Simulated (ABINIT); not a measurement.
SnSe2:

```
CELL_PARAMETERS angstrom
3.81100 0.00000 0.00000
-1.90550 3.30042 0.00000
0.00000 0.00000 6.13600
ATOMIC_POSITIONS crystal
Sn 0.00000 0.00000 0.00000
Se 0.66667 0.33333 0.75100
Se 0.33333 0.66667 0.24900
```

* Program: ABINIT 10.8.3 (patched build)
* Task: single point
* Functional: PBE
* Potentials or basis: JTH PAW PBE v2.0
* Cutoff: 599 eV
* k mesh: 8 × 8 × 5
* Occupations: fermi-dirac, width 0.05 eV
* Spin: no spin polarisation

On this cell: pressure 5.5 GPa; largest force 0.789 eV/Å; band gap on the k mesh 0.81 eV, indirect (least direct gap 1.11 eV).

The same run follows on a disturbed copy (atoms moved at random, drawn with an rms of 0.05 Å):

```
Sn Se
1.0
     3.81100    0.00000    0.00000
    -1.90550    3.30042    0.00000
     0.00000    0.00000    6.13600
Sn Se
1 2
Direct
  0.99693 0.99596 0.99812
  0.66899 0.34235 0.74947
  0.33318 0.66846 0.25317
```

Problem. What changes?

Solution. The energy moves by -5.6 meV/atom; pressure 4.9 GPa; largest force 0.789 eV/Å; band gap on the k mesh 0.75 eV, indirect (least direct gap 1.10 eV).

Forces in eV/Å, atoms in the order of the input:
```
Sn  -0.009  0.223  0.319
Se   0.015 -0.181 -0.768
Se  -0.006 -0.042  0.448
```

Stress tensor (GPa, compression positive):
```
 4.40  0.01 -0.05
 0.01  4.64  0.37
-0.05  0.37  5.52
```

Caveats: spin-orbit coupling is left out, which moves the levels of the heavy elements; an odd mesh through Γ misses points on the zone boundary, where band edges often lie; this functional lacks dispersion, which binds the layers, so the pressure and a relaxed spacing across them are unreliable (some runs).
